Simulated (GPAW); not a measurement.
**BaTiO3 (Barioperovskite): dielectric tensor with PBE**

BaTiO3 (Barioperovskite):

```
Ba Ti O
1.0
     3.98550    0.00000    0.00000
     0.00000    2.83690    2.84515
     0.00000   -2.83690    2.84515
Ba Ti O
1 1 3
Direct
  0.00000 0.00000 0.00000
  0.50000 0.51240 0.51240
  0.50000 0.99184 0.50524
  0.50000 0.50524 0.99184
  0.00000 0.48740 0.48740
```

| Quantity | Value |
| --- | --- |
| Program | GPAW 26.7.0 |
| Task | dielectric tensor |
| Functional | PBE |
| Potentials or basis | GPAW PAW data sets (gpaw-data 1.2.1) |
| Cutoff | 600 eV |
| Basis | pw |
| k mesh | 6 × 6 × 6 |
| Occupations | fermi-dirac, width 0.001 eV |
| Spin | no spin polarisation |
| Response ecut | 80 eV |
| Maxiter | 150 |
| Response k mesh | 7 × 7 × 7 |
| Response bands | 60 |
| Kernels | ["RPA"] |
| Coarser k mesh | 7 × 7 × 7 |

The band gap on the k mesh is 1.89 eV, indirect (least direct gap 2.09 eV) and the electronic dielectric tensor (diagonal) is 5.92, 5.79, 5.70.

Electronic dielectric tensor:
```
5.92 0.00 0.00
0.00 5.79 0.00
0.00 0.00 5.70
```

Wall time 5.6 min on 1 thread of Arm Neoverse V1, with other jobs on the host, peak memory 0.67 GiB.

Caveat: the long-wavelength limit can be off by several per cent where d states take part; spin-orbit coupling is left out, which moves the levels of the heavy elements; an odd mesh through Γ misses points on the zone boundary, where band edges often lie.
